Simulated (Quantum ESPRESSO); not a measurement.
Something may be wrong with this Quantum ESPRESSO 7.5 calculation of SrO.

Contents of pw.in:

```
&CONTROL
  calculation = 'scf'
  prefix = 'pwscf'
  outdir = './tmp'
  pseudo_dir = './pseudo'
  tprnfor = .true.
  tstress = .true.
  disk_io = 'nowf'
/
&SYSTEM
  ibrav = 0
  nat = 2
  ntyp = 2
  ecutwfc = 45
  ecutrho = 360
  nbnd = 14
  occupations = 'smearing'
  smearing = 'fd'
  degauss = 0.00367493
/
&ELECTRONS
  conv_thr = 4d-10
  electron_maxstep = 50
  mixing_beta = 0.5
/
ATOMIC_SPECIES
Sr    87.6200 sr_pbesol_v1.uspp.F.UPF
O     15.9990 o_pbesol_v1.2.uspp.F.UPF
CELL_PARAMETERS bohr
   0.0000000000    2.5663000000    2.5663000000
   2.5663000000    0.0000000000    2.5663000000
   2.5663000000    2.5663000000    0.0000000000
ATOMIC_POSITIONS crystal
Sr     0.5000000000    0.5000000000    0.5000000000
O      0.0000000000    0.0000000000    0.0000000000
K_POINTS automatic
9 9 9 0 0 0
```

Potentials or basis: GBRV 1.5 PBEsol.

The run is started by

```sh
$ OMP_NUM_THREADS=1 pw.x -in pw.in > pw.out
```

pw.out:

```text
This program is part of the open-source Quantum ESPRESSO suite
     for quantum simulation of materials; please cite
         "P. Giannozzi et al., J. Phys.:Condens. Matter 21 395502 (2009);
         "P. Giannozzi et al., J. Phys.:Condens. Matter 29 465901 (2017);
         "P. Giannozzi et al., J. Chem. Phys. 152 154105 (2020);
     in publications or presentations arising from this work. More details at

     Message from routine setup:
     using ibrav=0 with symmetry is DISCOURAGED, use correct ibrav instead

     G-vector sticks info
     --------------------
     sticks:   dense  smooth     PW     G-vecs:    dense   smooth      PW
     Sum         313     163     61                 3839     1411     331

     Using Slab Decomposition

     bravais-lattice index     =            0
     lattice parameter (alat)  =       3.6293  a.u.
[... 171 lines left out ...]
     Davidson diagonalization with overlap
     ethr =  4.48E-10,  avg # of iterations =  1.7

     negative rho (up, down):  4.398E-02 0.000E+00

     End of self-consistent calculation

[... 175 lines left out ...]
     the Fermi energy is    79.6569 ev

!    total energy              =     -92.74264144 Ry
     estimated scf accuracy    <          3.0E-10 Ry
     smearing contrib. (-TS)   =      -0.00022134 Ry
     internal energy E=F+TS    =     -92.74242010 Ry

     The total energy is F=E-TS. E is the sum of the following terms:
     one-electron contribution =      82.28842105 Ry
     hartree contribution      =       3.33917253 Ry
     xc contribution           =     -31.40567006 Ry
     ewald contribution        =    -146.96434362 Ry

     convergence has been achieved in   7 iterations

     negative rho (up, down):  4.398E-02 0.000E+00

     Forces acting on atoms (cartesian axes, Ry/au):

     atom    1 type  1   force =     0.00000000    0.00000000   -0.00000000
     atom    2 type  2   force =     0.00000000    0.00000000   -0.00000000

     Total force =     0.000000     Total SCF correction =     0.000000

     Computing stress (Cartesian axis) and pressure

     negative rho (up, down):  4.398E-02 0.000E+00
          total   stress  (Ry/bohr**3)                   (kbar)     P=    71074.02
   0.48315136  -0.00000000  -0.00000000        71074.02       -0.00       -0.00
  -0.00000000   0.48315136  -0.00000000           -0.00    71074.02       -0.00
  -0.00000000  -0.00000000   0.48315136           -0.00       -0.00    71074.02

=------------------------------------------------------------------------------=
   JOB DONE.
=------------------------------------------------------------------------------=
```

Question: Diagnose the run.

Answer: The calculation finished and met its thresholds. The input holds a flaw that was put in on purpose: cell typed in angstrom but marked bohr. The program doesn't stop on it, so the numbers can't be trusted though the run ends normally.
